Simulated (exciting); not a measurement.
Ta: band structure with PBE

Crystal: Ta.

```
Ta
1.0
    -1.65128    1.65128    1.65128
     1.65128   -1.65128    1.65128
     1.65128    1.65128   -1.65128
Ta
1
Direct
  0.00000 0.00000 0.00000
```

```
Program                                  : exciting (release sodium)
Task                                     : band structure
Functional                               : PBE
Potentials or basis                      : all-electron LAPW+lo, shipped species files, valence relativity iora*
rgkmax                                   : 9
k mesh                                   : 11 × 11 × 11
Occupations                              : fermi-dirac, width 0.05 eV
Spin                                     : no spin polarisation
outputlevel                              : normal
gmaxvr (cutoff of density and potential) : 14 1/bohr
lmaxapw (and lmaxmat)                    : 10
lmaxvr                                   : 8
nempty                                   : 12
Valence relativity                       : iora*
epsengy                                  : 1e-05 Ha
epspot                                   : 1e-05 Ha
maxscl                                   : 60
Muffin-tin radii                         : Ta 2.3 bohr
```

```yaml
Band_gap_on_the_k_mesh: none (metal or under the smearing width)
All_electrons_inside_the_program's_atomic_spheres: Ta 70.22 (radii Ta 2.3 bohr)
```

Levels at the corners of the path, in eV from the Fermi level:
| point | band 10 | band 11 | band 12 | band 13 | band 14 | band 15 | band 16 | band 17 |
| --- | --- | --- | --- | --- | --- | --- | --- | --- |
| Γ | -18.83 | -18.78 | -7.90 | 0.73 | 0.73 | 0.73 | 4.01 | 4.01 |
| H | -18.82 | -18.82 | -3.80 | -3.80 | 6.85 | 6.85 | 6.85 | 8.63 |
| N | -18.83 | -18.81 | -4.38 | -1.54 | 1.61 | 3.89 | 4.92 | 7.82 |
| Γ | -18.83 | -18.78 | -7.90 | 0.73 | 0.73 | 0.73 | 4.01 | 4.01 |
| P | -18.84 | -18.84 | -1.22 | -1.22 | -1.22 | 5.10 | 5.10 | 7.07 |
| H | -18.82 | -18.82 | -3.80 | -3.80 | 6.85 | 6.85 | 6.85 | 8.63 |
| P | -18.84 | -18.84 | -1.22 | -1.22 | -1.22 | 5.10 | 5.10 | 7.07 |
| N | -18.83 | -18.81 | -4.38 | -1.54 | 1.61 | 3.89 | 4.92 | 7.82 |

States per cell in windows of 0.5 eV (zero at the Fermi level; states under -8 eV left out):
```csv
from (eV),total,Ta1 d,Ta1 p,Ta1 s,Ta1 f
-8.0,0.01,0.00,0.00,0.00,0.00
-7.5,0.03,0.00,0.00,0.01,0.00
-7.0,0.04,0.00,0.00,0.01,0.00
-6.5,0.05,0.00,0.00,0.01,0.00
-6.0,0.07,0.00,0.00,0.02,0.00
-5.5,0.09,0.00,0.00,0.02,0.00
-5.0,0.13,0.01,0.01,0.03,0.00
-4.5,0.29,0.06,0.01,0.04,0.00
-4.0,0.35,0.10,0.01,0.04,0.00
-3.5,0.45,0.15,0.01,0.03,0.00
-3.0,0.50,0.20,0.02,0.02,0.00
-2.5,0.21,0.09,0.01,0.01,0.00
-2.0,0.41,0.20,0.01,0.00,0.00
-1.5,0.94,0.49,0.03,0.00,0.00
-1.0,0.66,0.32,0.03,0.00,0.00
-0.5,0.85,0.40,0.05,0.01,0.01
0.0,0.51,0.26,0.03,0.00,0.00
0.5,0.22,0.10,0.02,0.00,0.00
1.0,0.14,0.07,0.01,0.00,0.00
1.5,0.21,0.13,0.00,0.00,0.00
2.0,0.34,0.21,0.01,0.00,0.01
2.5,0.40,0.26,0.01,0.00,0.01
3.0,0.53,0.37,0.01,0.00,0.01
3.5,0.59,0.42,0.01,0.01,0.00
4.0,0.53,0.40,0.00,0.00,0.00
4.5,1.17,0.90,0.01,0.01,0.01
5.0,0.54,0.37,0.02,0.01,0.00
5.5,0.27,0.18,0.01,0.01,0.00
6.0,0.24,0.16,0.01,0.00,0.00
6.5,0.19,0.13,0.01,0.00,0.00
7.0,0.17,0.11,0.01,0.00,0.00
7.5,0.21,0.13,0.01,0.01,0.00
```

Run time: 35 s on 1 thread of Arm Neoverse V1 (shared host), peak memory 0.1 GiB.

Caveat: the log's total energy holds no entropy term; the free energy is that total less TS from the occupations; the tetrahedron DOS on this energy grid can lose part of the weight of narrow d or f bands; spin-orbit coupling is left out, which moves the levels of the heavy elements.
